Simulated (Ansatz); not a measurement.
All numbers below come from DFT PBE, scalar-relativistic, plane waves, PAW in Ansatz 0.2.0. Settings: cutoff 420 eV, Γ-centred meshes spaced at most about 0.3 Å⁻¹, and about 0.25 Å⁻¹ or finer for metals (2π included), Gaussian smearing. No spin polarisation.

Temperature and zero-point effects are left out.

Two forms of Mg4Ge3N were relaxed alike.

A.

```cif
data_structure
_symmetry_space_group_name_H-M 'P-3m1'
_symmetry_Int_Tables_number 164
_cell_length_a 3.1987
_cell_length_b 3.1987
_cell_length_c 15.7856
_cell_angle_alpha 90.000
_cell_angle_beta 90.000
_cell_angle_gamma 120.000
_cell_volume 139.87
loop_
_atom_site_label
_atom_site_type_symbol
_atom_site_symmetry_multiplicity
_atom_site_Wyckoff_symbol
_atom_site_fract_x
_atom_site_fract_y
_atom_site_fract_z
_atom_site_occupancy
Mg1 Mg 2 d 0.66667 0.33333 0.93417 1
Mg2 Mg 2 d 0.66667 0.33333 0.64145 1
Ge1 Ge 1 b 0.00000 0.00000 0.50000 1
Ge2 Ge 2 d 0.66667 0.33333 0.22083 1
N1 N 1 a 0.00000 0.00000 0.00000 1
```

B.

```cif
data_structure
_symmetry_space_group_name_H-M 'P-6m2'
_symmetry_Int_Tables_number 187
_cell_length_a 3.1596
_cell_length_b 3.1596
_cell_length_c 15.9660
_cell_angle_alpha 90.000
_cell_angle_beta 90.000
_cell_angle_gamma 120.000
_cell_volume 138.04
loop_
_atom_site_label
_atom_site_type_symbol
_atom_site_symmetry_multiplicity
_atom_site_Wyckoff_symbol
_atom_site_fract_x
_atom_site_fract_y
_atom_site_fract_z
_atom_site_occupancy
Mg1 Mg 2 g 0.00000 0.00000 0.07581 1
Mg2 Mg 2 g 0.00000 0.00000 0.63903 1
Ge1 Ge 1 f 0.66667 0.33333 0.50000 1
Ge2 Ge 2 h 0.33333 0.66667 0.22430 1
N1 N 1 e 0.66667 0.33333 0.00000 1
```

Question: Which would you expect to be lower, and how large is the difference?

Answer: A is lower, by 94 meV/atom. A has space group P-3m1 (No. 164), 17.5 Å³/atom and no gap on its mesh; B has space group P-6m2 (No. 187), 17.3 Å³/atom and no gap. Counting Ge or N atoms around Mg (for each partner element, those within 1.25 times its shortest distance or 1.15 times the sum of covalent radii, where it is the nearest in units of that sum or under 1.3; a plus sign parts groups by distance over the sum of covalent radii; a slash parts the counts of unlike sites), A has Mg 3+3/6 and B has Mg 6. Both come from invented guesses.

Cells relaxed within their symmetry can be saddle points.
